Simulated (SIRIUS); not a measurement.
## Hf: single point with PBEsol+U

Crystal: Hf.

```xyz
2
Lattice="3.1967 0.0000 0.0000 -1.5983 2.7684 0.0000 0.0000 0.0000 5.0578" Properties=species:S:1:pos:R:3 pbc="T T T"
Hf    1.5984    0.9228    3.7934
Hf    0.0000    1.8456    1.2645
```

```
Program                                     : SIRIUS 7.10.0
Task                                        : single point
Functional                                  : PBEsol
Potentials or basis                         : PseudoDojo 0.4.1 PBE standard (scalar relativistic)
Cutoff                                      : 807 eV
Density cutoff                              : 3227 eV
k mesh                                      : 10 × 10 × 5
Occupations                                 : fermi-dirac, width 0.05 eV
Spin                                        : no spin polarisation
Hubbard terms                               : Hf d U = 2 eV
Libxc names                                 : ["XC_GGA_X_PBE_SOL", "XC_GGA_C_PBE_SOL"]
Energy tol                                  : 1e-08 Ha
Density tol                                 : 1e-06
Mixer                                       : anderson
Mixing beta                                 : 0.7
Max scf                                     : 100
Radial cutoff for the potentials' integrals : 6.5 bohr
Form of the Hubbard term                    : simplified (Dudarev)
Hubbard projectors                          : orthogonalised atomic orbitals
Start of the occupations                    : the program's own
```

```
Pressure               : -0.9 GPa
Band gap on the k mesh : none (metal or under the smearing width)
```

Stress tensor (GPa, compression positive):
```
-0.72  0.00  0.00
 0.00 -0.72  0.00
 0.00  0.00 -1.15
```

Eigenvalues of the final occupation matrices:
```csv
site,spin,trace,eigenvalues
site 1,1,1.55,0.28 0.28 0.33 0.33 0.34
site 2,1,1.55,0.28 0.28 0.33 0.33 0.34
```

Wall time 64 s on 1 thread of Arm Neoverse V2 (shared host), peak memory 0.51 GiB.

Caveat: the potentials were made for another functional, which shifts forces and pressure; U without spin polarisation on a metal has little footing; the U is typed as a test and isn't derived for this compound. The run has no spin-orbit coupling, so splittings on Hf are missing.
